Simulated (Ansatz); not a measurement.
Runs of Ansatz 0.2.0 on TiCo. The structure is cubic, space group Pm-3m (No. 221). The conventional cell has a = 2.986 Å, b = 2.986 Å, c = 2.986 Å, α = 90.00°, β = 90.00°, γ = 90.00°. Co (site symmetry m-3m) is surrounded by 8 Ti at 2.59 Å. Around Ti (site symmetry m-3m) lie 8 Co at 2.59 Å. The cell comes from a database or a generator and needn't be the stable form of this composition.

```csv
task,level,cell,points for each segment of the path,gap on the mesh (eV),pressure (GPa),moment (μB),relaxed volume (Å³/atom)
band structure,RPBE,as given,14,none,4.1,0.84,-
band structure,revPBE,as given,14,none,2.8,0.84,-
relaxation of cell and atoms,PBEsol,relaxed,-,-,0.0,0.61,12.68
relaxation of cell and atoms,RPBE,relaxed,-,none,0.0,(b),13.65
relaxation of cell and atoms,LDA,relaxed,-,-,0.0,0.42,12.24
band structure,PBEsol,as given,14,none,(a),0.71,-
```

Alike in all rows: potentials or basis Ansatz PAW; spin collinear, ferromagnetic start; k mesh 9 × 9 × 9; cutoff (eV) 420; smearing fermi-dirac 0.05 eV.

Question: Fill in the values left out.

Answer: (a) -8.1; (b) 0.85.

Caveats: the PAW data sets come from PBE, with cores solved anew for the run's functional, which leaves a small shift of forces and pressure; the plane-wave basis is chosen anew once the cell has moved, so the energies of steps on either side of that aren't comparable (some runs).

A gap of «none» marks a metal or a gap under the smearing width.
